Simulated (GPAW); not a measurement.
# MnO (Fm-3m) in GPAW: convergence with bands over the usual count

Aim: find how far bands over the usual count must go before the results for MnO settle, at PBE. This setting moves, with any that are tied to it; all else stays.

Program: GPAW 26.7.0. These are calculated values, not measurements. Logs are shortened: lines on timing, memory, paths and dates and some standing lists are left out, and cuts for length are marked. The log counts tension as positive stress, the text compression.

## Step 1: The structure

It takes space group Fm-3m (No. 225, cubic). Conventional cell: a = 4.444 Å, b = 4.444 Å, c = 4.444 Å, α = 90.00°, β = 90.00°, γ = 90.00°. Mn (site symmetry m-3m) is surrounded by 6 O at 2.22 Å. Around O (site symmetry m-3m) lie 6 Mn at 2.22 Å.

## Step 2: With bands over the usual count 0.72

Input file run.py:

```python
from ase import Atoms
from ase.dft.bandgap import bandgap
from ase.io import write
from ase.units import GPa
from gpaw import GPAW, PW

atoms = Atoms(['Mn', 'O'],
              cell=[[0.0, 2.22200033, 2.22200033],
                    [2.22200033, 0.0, 2.22200033],
                    [2.22200033, 2.22200033, 0.0]],
              scaled_positions=[[0.0, 0.0, 0.0],
                                [0.5, 0.5, 0.5]],
              pbc=True)
atoms.set_initial_magnetic_moments([4.0, 0.0])

calc = GPAW(mode=PW(800),
            xc='PBE',
            kpts={'size': (8, 8, 8), 'gamma': True},
            occupations={'name': 'fermi-dirac', 'width': 0.05},
            nbands=15,
            convergence={'density': 1e-05, 'energy': 1e-05},
            maxiter=100,
            txt='gpaw.txt')
atoms.calc = calc
energy = atoms.get_potential_energy()
forces = atoms.get_forces()
stress = atoms.get_stress()
calc.write('gs.gpw')
write('result.traj', atoms)
print(f'Energy: {energy:.6f} eV')
print('Forces (eV/A):')
print(forces.round(4))
print('Stress (GPa):', (stress / GPa).round(3))
print('Moments:', calc.get_magnetic_moments().round(3))
print('Fermi level:', round(calc.get_fermi_level(), 4), 'eV')
print(f'Gap: {bandgap(calc)[0]:.4f} eV, direct: {bandgap(calc, direct=True)[0]:.4f} eV')
```

Potentials or basis: GPAW PAW data sets (gpaw-data 1.2.1), pw.

The run is started by

```
$ OMP_NUM_THREADS=1 python run.py
```

Run time: 15 s. Hardware: 1 thread of Intel Xeon 6975P-C (Granite Rapids), shared host; peak memory 0.17 GiB.

Results:

| Property | Result |
| --- | --- |
| Free energy | -17.1748 eV |
| Pressure | 1.1 GPa |
| Band gap on the k mesh | none (metal or under the smearing width) |
| Net moment | 4.74 μB per cell |
| Site moments | Mn +4.21; O +0.17 μB |

## Step 3: With bands over the usual count 0.8

Edit run.py of step 2 so:

```diff
@@ -19,3 +19,3 @@
             occupations={'name': 'fermi-dirac', 'width': 0.05},
-            nbands=15,
+            nbands=17,
             convergence={'density': 1e-05, 'energy': 1e-05},
```

Potentials or basis: GPAW PAW data sets (gpaw-data 1.2.1), pw.

The run is started by

```
$ OMP_NUM_THREADS=1 python run.py
```

Wall time 16 s (1 thread of Intel Xeon 6975P-C (Granite Rapids), shared host); peak memory 0.17 GiB.

The run converged. Its results:

```yaml
Free_energy: -17.1748 eV
Pressure: 1.1 GPa
Band_gap_on_the_k_mesh: none (metal or under the smearing width)
Net_moment: 4.74 μB per cell
Site_moments: Mn +4.21; O +0.17 μB
```

## Step 4: With bands over the usual count 0.9

Edit run.py of step 3 so:

```diff
@@ -19,3 +19,3 @@
             occupations={'name': 'fermi-dirac', 'width': 0.05},
-            nbands=17,
+            nbands=19,
             convergence={'density': 1e-05, 'energy': 1e-05},
```

The run is started by

```
$ OMP_NUM_THREADS=1 python run.py
```

Wall time 17 s (1 thread of Intel Xeon 6975P-C (Granite Rapids), shared host); peak memory 0.17 GiB.

It converged, with:

```
Free energy            : -17.1748 eV
Pressure               : 1.1 GPa
Band gap on the k mesh : none (metal or under the smearing width)
Net moment             : 4.74 μB per cell
Site moments           : Mn +4.21; O +0.17 μB
```

## Step 5: With bands over the usual count 1

Edit run.py of step 4 so:

```diff
@@ -19,3 +19,3 @@
             occupations={'name': 'fermi-dirac', 'width': 0.05},
-            nbands=19,
+            nbands=21,
             convergence={'density': 1e-05, 'energy': 1e-05},
```

The run is started by

```
$ OMP_NUM_THREADS=1 python run.py
```

It took 18 s on 1 thread of Intel Xeon 6975P-C (Granite Rapids), shared host; peak memory 0.18 GiB.

Results (log left out):

```
Free energy            : -17.1748 eV
Pressure               : 1.1 GPa
Band gap on the k mesh : none (metal or under the smearing width)
Net moment             : 4.74 μB per cell
Site moments           : Mn +4.21; O +0.17 μB
```

## Step 6: With bands over the usual count 1.3

Edit run.py of step 5 so:

```diff
@@ -19,3 +19,3 @@
             occupations={'name': 'fermi-dirac', 'width': 0.05},
-            nbands=21,
+            nbands=27,
             convergence={'density': 1e-05, 'energy': 1e-05},
```

Potentials or basis: GPAW PAW data sets (gpaw-data 1.2.1), pw.

The run is started by

```
$ OMP_NUM_THREADS=1 python run.py
```

Run time: 23 s. Hardware: 1 thread of Intel Xeon 6975P-C (Granite Rapids), shared host; peak memory 0.18 GiB.

It converged, with:

```yaml
Free_energy: -17.1748 eV
Pressure: 1.1 GPa
Band_gap_on_the_k_mesh: none (metal or under the smearing width)
Net_moment: 4.74 μB per cell
Site_moments: Mn +4.21; O +0.17 μB
```

## Step 7: With bands over the usual count 1.7

Edit run.py of step 6 so:

```diff
@@ -19,3 +19,3 @@
             occupations={'name': 'fermi-dirac', 'width': 0.05},
-            nbands=27,
+            nbands=36,
             convergence={'density': 1e-05, 'energy': 1e-05},
```

The run is started by

```
$ OMP_NUM_THREADS=1 python run.py
```

Run time: 30 s. Hardware: 1 thread of Intel Xeon 6975P-C (Granite Rapids), shared host; peak memory 0.19 GiB.

It converged, with:

| Property | Result |
| --- | --- |
| Free energy | -17.1748 eV |
| Pressure | 1.1 GPa |
| Band gap on the k mesh | none (metal or under the smearing width) |
| Net moment | 4.74 μB per cell |
| Site moments | Mn +4.21; O +0.17 μB |

## Step 8: With bands over the usual count 2.5

Edit run.py of step 7 so:

```diff
@@ -19,3 +19,3 @@
             occupations={'name': 'fermi-dirac', 'width': 0.05},
-            nbands=36,
+            nbands=52,
             convergence={'density': 1e-05, 'energy': 1e-05},
```

Potentials or basis: GPAW PAW data sets (gpaw-data 1.2.1), pw.

The run is started by

```
$ OMP_NUM_THREADS=1 python run.py
```

gpaw.txt:

```text
__  _  _
 | _ |_)|_||  |
 |__||  | ||/\| - 26.7.0

Input parameters:
  mode=PW(ecut=800.0),
  convergence={'density': 1e-05, 'energy': 1e-05},
  kpts=MonkhorstPack(size=(8, 8, 8), gamma=True),
  maxiter=100,
  nbands=52,
  occupations=Occupations(name='fermi-dirac', width=0.05),
  xc=XC(name='PBE')

Diagonalizing LCAO Hamiltonian
Converting LCAO to pw mode

              O

       Mn

Atoms  # Å, Bohr magnetons
|   | symbol |        x |        y |        z |    initial magnetic moments |
|---|--------|----------|----------|----------|-----------------------------|
| 0 |     Mn | 0.000000 | 0.000000 | 0.000000 | ( 0.0000,  0.0000,  4.0000) |
| 1 |      O | 2.222000 | 2.222000 | 2.222000 | ( 0.0000,  0.0000,  0.0000) |

Unit cell  # Å
| periodic |        x |        y |        z |  lengths |    angles |
|----------|----------|----------|----------|----------|-----------|
|      yes | 0.000000 | 2.222000 | 2.222000 | 3.142383 | 60.000000 |
|      yes | 2.222000 | 0.000000 | 2.222000 | 3.142383 | 60.000000 |
|      yes | 2.222000 | 2.222000 | 0.000000 | 3.142383 | 60.000000 |

Number of symmetries: 48
Symmetry operations  # r_c * U_cc + t_c -> r_c
|    | kind |            matrix            |
|----|------|------------------------------|
|  0 |  σ   |  1, 0, 0,  1, 0,-1,  1,-1, 0 |
|  1 |  C2  |  1, 0, 0,  1,-1, 0,  1, 0,-1 |
|  2 |  E   |  1, 0, 0,  0, 1, 0,  0, 0, 1 |
|  3 |  σ   |  1, 0, 0,  0, 0, 1,  0, 1, 0 |
|  4 |  C4  |  1, 0,-1,  1, 0, 0,  1,-1, 0 |
|  5 |  S6  |  1, 0,-1,  1,-1, 0,  1, 0, 0 |
|  6 |  σ   |  1, 0,-1,  0, 1,-1,  0, 0,-1 |
|  7 |  C3  |  1, 0,-1,  0, 0,-1,  0, 1,-1 |
|  8 |  S6  |  1,-1, 0,  1, 0, 0,  1, 0,-1 |
|  9 |  C4  |  1,-1, 0,  1, 0,-1,  1, 0, 0 |
| 10 |  C3  |  1,-1, 0,  0,-1, 1,  0,-1, 0 |
| 11 |  σ   |  1,-1, 0,  0,-1, 0,  0,-1, 1 |
| 12 |  σ   |  0, 1, 0,  1, 0, 0,  0, 0, 1 |
| 13 |  C4  |  0, 1, 0,  0, 1,-1, -1, 1, 0 |
| 14 |  C3  |  0, 1, 0,  0, 0, 1,  1, 0, 0 |
| 15 |  S6  |  0, 1, 0, -1, 1, 0,  0, 1,-1 |
| 16 |  C2  |  0, 1,-1,  1, 0,-1,  0, 0,-1 |
| 17 |  σ   |  0, 1,-1,  0, 1, 0, -1, 1, 0 |
| 18 |  S4  |  0, 1,-1,  0, 0,-1,  1, 0,-1 |
| 19 |  C4  |  0, 1,-1, -1, 1, 0,  0, 1, 0 |
| 20 |  C3  |  0, 0, 1,  1, 0, 0,  0, 1, 0 |
| 21 |  σ   |  0, 0, 1,  0, 1, 0,  1, 0, 0 |
| 22 |  S6  |  0, 0, 1,  0,-1, 1, -1, 0, 1 |
| 23 |  C4  |  0, 0, 1, -1, 0, 1,  0,-1, 1 |
| 24 |  S4  |  0, 0,-1,  1, 0,-1,  0, 1,-1 |
| 25 |  C3  |  0, 0,-1,  0, 1,-1,  1, 0,-1 |
| 26 |  C2  |  0, 0,-1,  0,-1, 0, -1, 0, 0 |
| 27 |  S6  |  0, 0,-1, -1, 0, 0,  0,-1, 0 |
| 28 |  S4  |  0,-1, 1,  1,-1, 0,  0,-1, 0 |
| 29 |  C4  |  0,-1, 1,  0, 0, 1, -1, 0, 1 |
| 30 |  C2  |  0,-1, 1,  0,-1, 0,  1,-1, 0 |
| 31 |  σ   |  0,-1, 1, -1, 0, 1,  0, 0, 1 |
| 32 |  C3  |  0,-1, 0,  1,-1, 0,  0,-1, 1 |
| 33 |  S6  |  0,-1, 0,  0, 0,-1, -1, 0, 0 |
| 34 |  S4  |  0,-1, 0,  0,-1, 1,  1,-1, 0 |
| 35 |  C2  |  0,-1, 0, -1, 0, 0,  0, 0,-1 |
| 36 |  C2  | -1, 1, 0,  0, 1, 0,  0, 1,-1 |
| 37 |  S6  | -1, 1, 0,  0, 1,-1,  0, 1, 0 |
| 38 |  S4  | -1, 1, 0, -1, 0, 1, -1, 0, 0 |
| 39 |  C3  | -1, 1, 0, -1, 0, 0, -1, 0, 1 |
| 40 |  S6  | -1, 0, 1,  0, 0, 1,  0,-1, 1 |
| 41 |  C2  | -1, 0, 1,  0,-1, 1,  0, 0, 1 |
| 42 |  C3  | -1, 0, 1, -1, 1, 0, -1, 0, 0 |
| 43 |  S4  | -1, 0, 1, -1, 0, 0, -1, 1, 0 |
| 44 |  C2  | -1, 0, 0,  0, 0,-1,  0,-1, 0 |
| 45 |  i   | -1, 0, 0,  0,-1, 0,  0, 0,-1 |
| 46 |  σ   | -1, 0, 0, -1, 1, 0, -1, 0, 1 |
| 47 |  C2  | -1, 0, 0, -1, 0, 1, -1, 1, 0 |

BZ-sampling:
[... 84 lines left out ...]
    projectors
    | kind |    occ | energy [eV] | rcut [Å] |
    |------|--------|-------------|----------|
    |   2s |  2.000 |     -23.961 |    0.688 |
    |   2p |  4.000 |      -9.029 |    0.598 |
    |    s |        |       3.251 |    0.688 |
    |    p |        |      18.182 |    0.598 |
    |    d |        |       0.000 |    0.619 |

    Using partial waves for O as LCAO basis

Reference energy: -33554.940374  # eV

eigensolver:
  PPCG
  Converge bands: occupied
  niter=2

density mixing:
  MSR1-Mixer
  Pratt-step length: 0.05
  Maximum mixing coefficient: 0.75
  Old densities: 10
  SVD Regularization: 0.005
  Good broyden scale: 1.0
  Trust region scale: 1.0
  Backstep threshold: 4.0
  History deletion threshold: 6.0
  Fourier metric: weight=20.0, sigma=0.015

occupation numbers:
  Fermi-Dirac:
    width: 0.0500  # eV

poisson solver:
  ecut: 6400.0  # eV

xc functional:
  name: PBE with 2 nearest neighbor stencil

convergence criteria:
- Maximum integral of absolute [dens]ity change: 1e-05 electrons / valence electron
- Maximum [total energy] change in last 3 cyles: 1e-05 eV / valence electron
- Maximum integral of absolute [eigenst]ate change: 4e-08 eV^2 / valence electron
maximum number of iterations: 100

SCF iterations
|iter     | |      energy | eigst |  dens |  magmom |
|---------|-|-------------|-------|-------|---------|
|iter:   1| |  -17.795598 | +0.36 |       |  +4.0033|
|iter:   2| |  -17.596093 | -2.40 | -0.91 |  +4.0426|
|iter:   3| |  -17.134724 | -3.15 | -0.97 |  +4.3073|
|iter:   4| |  -17.158485 | -3.98 | -1.39 |  +4.4835|
|iter:   5| |  -17.165714 | -4.55 | -1.76 |  +4.5861|
|iter:   6| |  -17.169669 | -4.81 | -2.07 |  +4.6818|
|iter:   7| |  -17.170232 | -5.47 | -2.60 |  +4.7341|
|iter:   8| |  -17.170250 | -7.08 | -3.25 |  +4.7365|
|iter:   9| |  -17.170250c| -8.19c| -3.97 |  +4.7364|
|iter:  10| |  -17.170250c| -8.20c| -4.88 |  +4.7365|
|iter:  11| |  -17.170250c| -8.89c| -5.37c|  +4.7365|

Converged in 11 steps
Energy contributions relative to reference atoms: (reference = -33554.940374)

Energy contributions:
  Kinetic:          22.904027
  Coulomb:         -19.826420
  Zero:              0.316931
  External:          0.000000
  Xc:              -20.560264
  Entropy:          -0.009049
  Spinorbit:         0.000000
  ----------------------------
  Free energy:     -17.174775
  Extrapolated:    -17.170250

dipole moment: (-9.723994, -9.723994, -9.723994)  # |e|*Ang

Total magnetic moment: (0.000000, 0.000000, 4.736487)

Local magnetic moments
|        x |        y |        z |
|----------|----------|----------|
| 0.000000 | 0.000000 | 4.214657 |  # Mn   0
| 0.000000 | 0.000000 | 0.165777 |  # O    1

Fermi level: 8.216
Eigenvalues  # (at kpt = [0.000, 0.000, 0.000])
| band index |      eig [eV] | occ [0-1] |      eig [eV] | occ [0-1] |
|------------|---------------|-----------|---------------|-----------|
|          0 |       -73.277 |     1.000 |       -68.523 |     1.000 |
|        ... |               |           |               |           |
|          3 |       -42.065 |     1.000 |       -37.412 |     1.000 |
|          4 |       -12.103 |     1.000 |       -11.668 |     1.000 |
|          5 |         4.381 |     1.000 |         4.753 |     1.000 |
|          6 |         4.381 |     1.000 |         4.753 |     1.000 |
|          7 |         4.381 |     1.000 |         4.753 |     1.000 |
|          8 |         5.036 |     1.000 |         8.971 |     0.000 |
[... 8 lines left out ...]
|         17 |        24.471 |     0.000 |        26.003 |     0.000 |
|         18 |        27.799 |     0.000 |        30.207 |     0.000 |
|        ... |               |           |               |           |
|         51 |        77.893 |     0.000 |        79.402 |     0.000 |

No gap
No difference between direct/indirect transitions

Forces  # eV/Ang
|        x |        y |       z |
|----------|----------|---------|
| -0.00000 |  0.00000 | 0.00000 |  # Mn   0
|  0.00000 | -0.00000 | 0.00000 |  # O    1

Stress tensor  # eV/Ang^3
|         x |         y |         z |
|-----------|-----------|-----------|
| -0.007059 | -0.000000 |  0.000000 |
| -0.000000 | -0.007059 |  0.000000 |
|  0.000000 |  0.000000 | -0.007059 |

# Writing to gs.gpw (mode='')
```

stdout:

```text
Energy: -17.170250 eV
Forces (eV/A):
[[-0.  0.  0.]
 [ 0. -0.  0.]]
Stress (GPa): [-1.131 -1.131 -1.131  0.     0.    -0.   ]
Moments: [4.215 0.166]
Fermi level: 8.216 eV
Gap: 0.0000 eV, direct: 0.0000 eV
```

Run time: 45 s. Hardware: 1 thread of Intel Xeon 6975P-C (Granite Rapids), shared host; peak memory 0.21 GiB.

What came out:

* Free energy: -17.1748 eV
* Pressure: 1.1 GPa
* Band gap on the k mesh: none (metal or under the smearing width)
* Net moment: 4.74 μB per cell
* Site moments: Mn +4.21; O +0.17 μB

## Step 9: Summary

```csv
bands over the usual count,"energy less the tightest run, at zero smearing (meV/atom)",SCF cycles,CPU time (s),peak memory (GiB)
0.72,0.00,11,15,0.17
0.8,0.00,11,16,0.17
0.9,0.00,10,17,0.17
1,0.00,10,18,0.18
1.3,0.00,10,23,0.18
1.7,0.00,10,30,0.19
2.5,0.00,11,45,0.21
```

Against the tightest run, the energy stays within 1 meV/atom from 0.72 on. The tightest run that finished is the yardstick and may itself not be fully converged.

Caveats: a cell with one magnetic atom can't hold antiferromagnetic order, which such compounds often take; semilocal functionals often make such compounds metallic where correlation or magnetic order opens a gap, which also shifts bond lengths.
